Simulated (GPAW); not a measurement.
# CoSi (P2_13) in GPAW: notebook

One crystal, CoSi, is run at these levels: PBE, LDA, PBEsol; tasks: equation of state, band structure.

Program: GPAW 26.7.0. These are calculated values, not measurements. Logs are shortened: lines on timing, memory, paths and dates and some standing lists are left out, and cuts for length are marked. The log counts tension as positive stress, the text compression.

### 1 The structure

The structure is cubic, space group P2_13 (No. 198). Conventional cell: a = 4.438 Å, b = 4.438 Å, c = 4.438 Å, α = 90.00°, β = 90.00°, γ = 90.00°. Co (site symmetry 3) has 7 Si at 2.28 to 2.47 Å as nearest neighbours. Si (site symmetry 3) is surrounded by 7 Co at 2.28 to 2.47 Å.

### 2 Equation of state, PBE, collinear spin, ferromagnetic start

run.py

```python
from ase import Atoms
from ase.eos import EquationOfState
from ase.io import Trajectory
from ase.units import GPa
from ase.parallel import parprint
from gpaw import GPAW, PW

atoms = Atoms(['Co', 'Co', 'Co', 'Co', 'Si', 'Si', 'Si', 'Si'],
              cell=[[4.438, 0.0, 0.0],
                    [0.0, 4.438, 0.0],
                    [0.0, 0.0, 4.438]],
              scaled_positions=[[0.86, 0.64, 0.36],
                                [0.64, 0.36, 0.86],
                                [0.36, 0.86, 0.64],
                                [0.14, 0.14, 0.14],
                                [0.157, 0.343, 0.657],
                                [0.343, 0.657, 0.157],
                                [0.657, 0.157, 0.343],
                                [0.843, 0.843, 0.843]],
              pbc=True)
atoms.set_initial_magnetic_moments([2.0, 2.0, 2.0, 2.0, 0.0, 0.0, 0.0, 0.0])

traj = Trajectory('eos.traj', 'w')
volumes, energies = [], []
for x in [0.94, 0.96, 0.98, 1.0, 1.02, 1.04, 1.06]:
    a = atoms.copy()
    a.set_cell(atoms.cell * x**(1 / 3), scale_atoms=True)
    calc = GPAW(mode=PW(600),
                xc='PBE',
                kpts={'size': (5, 5, 5), 'gamma': True},
                occupations={'name': 'fermi-dirac', 'width': 0.05},
                nbands=51,
                convergence={'density': 1e-05, 'energy': 1e-05},
                maxiter=150,
                txt=f'eos-{x:.2f}.txt')
    a.calc = calc
    energies.append(a.get_potential_energy(force_consistent=True))
    volumes.append(a.get_volume())
    p = -a.get_stress()[:3].mean() / GPa
    calc.write(f'eos-{x:.2f}.gpw')
    traj.write(a)
    parprint(f'{x:.2f} {volumes[-1]:10.4f} A^3 {energies[-1]:14.6f} eV {p:9.3f} GPa', flush=True)

v0, e0, B = EquationOfState(volumes, energies, eos='birchmurnaghan').fit()
parprint(f'V0 = {v0:.4f} A^3, E0 = {e0:.6f} eV, B0 = {B / GPa:.2f} GPa')
```

Potentials or basis: GPAW PAW data sets (gpaw-data 1.2.1), pw.

The run is started by

```sh
> OMP_NUM_THREADS=1 mpirun -n 4 gpaw python run.py
```

Output:

```text
__  _  _
 | _ |_)|_||  |
 |__||  | ||/\| - 26.7.0

Input parameters:
  mode=PW(ecut=600.0),
  convergence={'density': 1e-05, 'energy': 1e-05},
  kpts=MonkhorstPack(size=(5, 5, 5), gamma=True),
  maxiter=150,
  nbands=51,
  occupations=Occupations(name='fermi-dirac', width=0.05),
  xc=XC(name='PBE')

Diagonalizing LCAO Hamiltonian
Converting LCAO to pw mode
    .----------.
   /|        Si|
  / |   Co     |
 *  |    Co    |
 |  Si      Co |
 |  .--Si------.
 | /     Si   /
 |/Co        /
 *----------*

Atoms  # Å, Bohr magnetons
|   | symbol |        x |        y |        z |    initial magnetic moments |
|---|--------|----------|----------|----------|-----------------------------|
| 0 |     Co | 3.738767 | 2.782338 | 1.565065 | ( 0.0000,  0.0000,  2.0000) |
| 1 |     Co | 2.782338 | 1.565065 | 3.738767 | ( 0.0000,  0.0000,  2.0000) |
| 2 |     Co | 1.565065 | 3.738767 | 2.782338 | ( 0.0000,  0.0000,  2.0000) |
| 3 |     Co | 0.608636 | 0.608636 | 0.608636 | ( 0.0000,  0.0000,  2.0000) |
| 4 |     Si | 0.682542 | 1.491159 | 2.856244 | ( 0.0000,  0.0000,  0.0000) |
| 5 |     Si | 1.491159 | 2.856244 | 0.682542 | ( 0.0000,  0.0000,  0.0000) |
| 6 |     Si | 2.856244 | 0.682542 | 1.491159 | ( 0.0000,  0.0000,  0.0000) |
| 7 |     Si | 3.664861 | 3.664861 | 3.664861 | ( 0.0000,  0.0000,  0.0000) |

Unit cell  # Å
| periodic |        x |        y |        z |  lengths |    angles |
|----------|----------|----------|----------|----------|-----------|
|      yes | 4.347403 | 0.000000 | 0.000000 | 4.347403 | 90.000000 |
|      yes | 0.000000 | 4.347403 | 0.000000 | 4.347403 | 90.000000 |
|      yes | 0.000000 | 0.000000 | 4.347403 | 4.347403 | 90.000000 |

Number of symmetries: 3
Symmetry operations  # r_c * U_cc + t_c -> r_c
|   | kind |            matrix            |
|---|------|------------------------------|
| 0 |  E   |  1, 0, 0,  0, 1, 0,  0, 0, 1 |
| 1 |  C3  |  0, 1, 0,  0, 0, 1,  1, 0, 0 |
| 2 |  C3  |  0, 0, 1,  1, 0, 0,  0, 1, 0 |

BZ-sampling:
  Number of BZ points: 125
  Number of IBZ points: 23

  Monkhorst-Pack size: [5, 5, 5]
  Monkhorst-Pack shift: [0, 0, 0]

K-points  # in reciprocal-cell coordinates
|     |                                coordinates |     weight |
|-----|--------------------------------------------|------------|
|   0 | (  0.00000000,   0.00000000,   0.00000000) | 0.00800000 |
|   1 | (  0.20000000,   0.00000000,  -0.20000000) | 0.04800000 |
|   2 | (  0.20000000,   0.00000000,   0.00000000) | 0.04800000 |
|   3 | (  0.20000000,   0.20000000,  -0.20000000) | 0.04800000 |
|   4 | (  0.20000000,   0.20000000,   0.00000000) | 0.04800000 |
|   5 | (  0.20000000,   0.20000000,   0.20000000) | 0.01600000 |
|   6 | (  0.40000000,  -0.20000000,  -0.40000000) | 0.04800000 |
|   7 | (  0.40000000,  -0.20000000,  -0.20000000) | 0.04800000 |
|   8 | (  0.40000000,  -0.20000000,   0.00000000) | 0.04800000 |
|   9 | (  0.40000000,  -0.20000000,   0.20000000) | 0.04800000 |
| ... |                                            |            |
|  22 | (  0.40000000,   0.40000000,   0.40000000) | 0.01600000 |

Plane wave coefficients: 2777
Cutoff: 600.0 eV

Spin-components: 2 (collinear spins)
Bands:           51
Projectors:      44
Spin-degeneracy: 1
Datatype:        complex128

Parallelization:
  kpt:    4
  domain: 1
  band:   1

Density:
  Valence electrons: 52.0
  Components: 2
  Grid points: [25 25 25]
  Charge: 0.0  # |e|

Potential:
  Grid points: [25 25 25]

species:
  Co:
    name:    Cobalt
    Z:       27.0
    valence: 9
    core:    18
    charge:  0.0  # [|e|]
    compensation charges:
      type: gauss
      rc: 0.32  # [Å]
      lmax: 2
    cutoffs:
      filter: 1.87  # [Å]
      core: 2.55  # [Å]
    projectors
    | kind |    occ | energy [eV] | rcut [Å] |
    |------|--------|-------------|----------|
    |   4s |  2.000 |      -5.469 |    1.005 |
    |   4p |  0.000 |      -1.277 |    1.058 |
    |   3d |  7.000 |      -8.205 |    1.005 |
    |    s |        |      21.742 |    1.005 |
    |    p |        |      25.934 |    1.058 |
    |    d |        |      19.007 |    1.005 |

    Using partial waves for Co as LCAO basis

  Si:
    name:    Silicon
    Z:       14.0
    valence: 4
    core:    10
    charge:  0.0  # [|e|]
    compensation charges:
      type: gauss
      rc: 0.33  # [Å]
      lmax: 2
    cutoffs:
      filter: 1.86  # [Å]
      core: 2.06  # [Å]
    projectors
    | kind |    occ | energy [eV] | rcut [Å] |
    |------|--------|-------------|----------|
    |   3s |  2.000 |     -10.812 |    1.058 |
    |   3p |  2.000 |      -4.081 |    1.058 |
    |    s |        |      16.399 |    1.058 |
    |    p |        |      23.130 |    1.058 |
    |    d |        |       0.000 |    1.058 |

    Using partial waves for Si as LCAO basis

Reference energy: -183156.216624  # eV

eigensolver:
  PPCG
  Converge bands: occupied
  niter=2

density mixing:
  MSR1-Mixer
  Pratt-step length: 0.05
  Maximum mixing coefficient: 0.75
  Old densities: 10
  SVD Regularization: 0.005
  Good broyden scale: 1.0
  Trust region scale: 1.0
  Backstep threshold: 4.0
  History deletion threshold: 6.0
  Fourier metric: weight=20.0, sigma=0.015

occupation numbers:
  Fermi-Dirac:
    width: 0.0500  # eV

poisson solver:
  ecut: 4800.0  # eV

xc functional:
  name: PBE with 2 nearest neighbor stencil

convergence criteria:
- Maximum integral of absolute [dens]ity change: 1e-05 electrons / valence electron
- Maximum [total energy] change in last 3 cyles: 1e-05 eV / valence electron
- Maximum integral of absolute [eigenst]ate change: 4e-08 eV^2 / valence electron
maximum number of iterations: 150

SCF iterations
|iter     | |      energy | eigst |  dens |  magmom |
|---------|-|-------------|-------|-------|---------|
|iter:   1| |  -56.751381 | +0.74 |       |  +8.0162|
|iter:   2| |  -57.401563 | -1.17 | -0.72 |  +7.7258|
|iter:   3| |  -57.968193 | -2.14 | -0.79 |  +6.1233|
|iter:   4| |  -58.450676 | -1.75 | -0.89 |  +3.5267|
|iter:   5| |  -58.966117 | -2.29 | -1.21 |  +0.9242|
|iter:   6| |  -59.168578 | -2.30 | -1.44 |  -0.3896|
|iter:   7| |  -59.086625 | -2.84 | -1.58 |  -0.3816|
|iter:   8| |  -59.095475 | -3.63 | -1.81 |  -0.0660|
|iter:   9| |  -59.099707 | -3.88 | -2.24 |  -0.0523|
|iter:  10| |  -59.099894 | -5.04 | -2.73 |  -0.0044|
|iter:  11| |  -59.099896c| -6.20 | -3.43 |  -0.0011|
|iter:  12| |  -59.099896c| -6.99 | -3.98 |  +0.0001|
|iter:  13| |  -59.099896c| -7.46c| -4.43 |  +0.0003|
|iter:  14| |  -59.099896c| -7.77c| -4.84 |  +0.0001|
|iter:  15| |  -59.099896c| -8.05c| -5.21c|  +0.0000|

Converged in 15 steps
Energy contributions relative to reference atoms: (reference = -183156.216624)

Energy contributions:
  Kinetic:          99.086266
  Coulomb:         -74.048375
  Zero:             -0.228434
  External:          0.000000
  Xc:              -83.902067
  Entropy:          -0.014573
  Spinorbit:         0.000000
  ----------------------------
  Free energy:     -59.107182
  Extrapolated:    -59.099896

dipole moment: (-0.000021, -0.000021, -0.000021)  # |e|*Ang

Total magnetic moment: (0.000000, 0.000000, 0.000030)

Local magnetic moments
|        x |        y |         z |
|----------|----------|-----------|
| 0.000000 | 0.000000 | -0.000025 |  # Co   0
| 0.000000 | 0.000000 | -0.000025 |  # Co   1
| 0.000000 | 0.000000 | -0.000025 |  # Co   2
| 0.000000 | 0.000000 |  0.000054 |  # Co   3
| 0.000000 | 0.000000 |  0.000005 |  # Si   4
| 0.000000 | 0.000000 |  0.000005 |  # Si   5
| 0.000000 | 0.000000 |  0.000005 |  # Si   6
| 0.000000 | 0.000000 |  0.000007 |  # Si   7

Fermi level: 12.787
Eigenvalues  # (at kpt = [0.000, 0.000, 0.000])
| band index |      eig [eV] | occ [0-1] |      eig [eV] | occ [0-1] |
|------------|---------------|-----------|---------------|-----------|
|          0 |        -1.506 |     1.000 |        -1.506 |     1.000 |
|        ... |               |           |               |           |
|         19 |        11.761 |     1.000 |        11.761 |     1.000 |
|         20 |        11.761 |     1.000 |        11.761 |     1.000 |
|         21 |        11.761 |     1.000 |        11.761 |     1.000 |
|         22 |        11.911 |     1.000 |        11.911 |     1.000 |
|         23 |        11.911 |     1.000 |        11.911 |     1.000 |
|         24 |        12.753 |     0.664 |        12.753 |     0.664 |
[... 8 lines left out ...]
|         33 |        16.519 |     0.000 |        16.519 |     0.000 |
|         34 |        16.519 |     0.000 |        16.519 |     0.000 |
|        ... |               |           |               |           |
|         50 |        30.457 |     0.000 |        30.457 |     0.000 |

No gap
No difference between direct/indirect transitions

Stress tensor  # eV/Ang^3
|         x |         y |         z |
|-----------|-----------|-----------|
| -0.107547 |  0.000000 |  0.000000 |
|  0.000000 | -0.107547 |  0.000000 |
|  0.000000 |  0.000000 | -0.107547 |

# Writing to eos-0.94.gpw (mode='')
```

Wall time 3.5 min (4 MPI ranks of Intel Xeon 6975P-C (Granite Rapids), shared host); peak memory 0.44 GiB.

What came out:

```
Equilibrium volume                        : 11.00 Å³/atom
Bulk modulus at fixed shape and positions : 225 GPa
Pressure derivative of the bulk modulus   : 4.5
```

Energy against volume, from the lowest point:
```tsv
volume (Å³/atom)	energy (meV/atom)
10.271	38.44
10.489	18.00
10.708	5.51
10.926	0.00
11.145	0.84
11.363	7.44
11.582	19.07
```

Caveat: the cell was scaled at fixed shape and fractional positions, which overstates the stiffness of a crystal with free parameters, most of all of layers and chains.

(Continued in part 2 of 2.)
